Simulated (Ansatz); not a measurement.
Run this with the Python package of Ansatz (0.2.0) and show what comes out.

Contents of `POSCAR_kcl`:
```text
KCl
1.0
   0.00000000    3.14647000    3.14647000
   3.14647000    0.00000000    3.14647000
   3.14647000    3.14647000    0.00000000
K Cl
1 1
Direct
   0.00000000    0.00000000    0.00000000
   0.50000000    0.50000000    0.50000000
```

The script, `layers.py`:
```python
# -*- coding: utf-8 -*-
"""Surface of KCl against the number of layers."""

import ansatz as az
from ase.build import surface
from ase.io import read
import numpy as np
from tabulate import tabulate

atoms = read("POSCAR_kcl", format="vasp")
# Miller indices count the vectors of the cell as typed
rows = []
for value in [1, 2, 3, 4]:
    slab = surface(atoms, (1, 0, 1), value, vacuum=6.0)
    slab.pbc = True
    setup = (
        az.Crystal.from_ase(slab).calculation()
        .functional("pbe")
        .basis(420)
        .occupations("cold", width=150 * az.meV)
        .kpoints(3, 3, 1)
        .electric_field(axis=3, dipole_correction=True)
    )
    rep = setup.run(threads=1).report
    face = rep["work_function"]
    rows.append((value, len(slab), rep["free_energy_ev"], face["dipole_moment_e_ang"], face.get("phi_plus_ev"), face.get("phi_minus_ev")))

print(tabulate(rows, headers=["layers", "atoms", "F (eV)", "dipole (e A)", "phi upper (eV)", "phi lower (eV)"], floatfmt=".4f", missingval="-"))
# the slope is the bulk energy, the intercept twice the surface energy
slope, intercept = np.polyfit([row[1] for row in rows[1:]], [row[2] for row in rows[1:]], 1)
area = np.linalg.norm(np.cross(slab.cell[0], slab.cell[1]))
print(f"bulk {slope:.4f} eV/atom, mean surface energy {intercept / (2 * area) * 16.02177:.3f} J/m^2")
```

```console
$ python layers.py
  layers    atoms       F (eV)    dipole (e A)    phi upper (eV)    phi lower (eV)
--------  -------  -----------  --------------  ----------------  ----------------
       1        2   -2620.9113          0.0000            3.6297            3.6298
       2        4   -5242.1606          0.0000            3.5653            3.5654
       3        6   -7863.3773         -0.0000            3.5479            3.5479
       4        8  -10484.5966         -0.0000            3.5348            3.5348
bulk -1310.6090 eV/atom, mean surface energy 0.112 J/m^2
```

Absolute energies stand on the zero of these potentials, so only differences at equal settings mean something. In a slab with a gap the Fermi level, and so this work function, hangs on the smearing. The starting cell is as deposited in a crystallographic database; the results hold for this polymorph, which needn't be the stable one. The slabs are thin, unrelaxed cuts of the structure as given, on a modest mesh, so the surface energy isn't converged; Miller indices refer to the cell as typed, and unlike faces give only a mean. The whole script took 13 s on 1 thread of Arm Neoverse V1 (shared host), peak memory 0.54 GiB.

(A comment or docstring line of the script was reworded after the run, the code is as it ran; lines on the test bed's own set-up are left out of the output.)
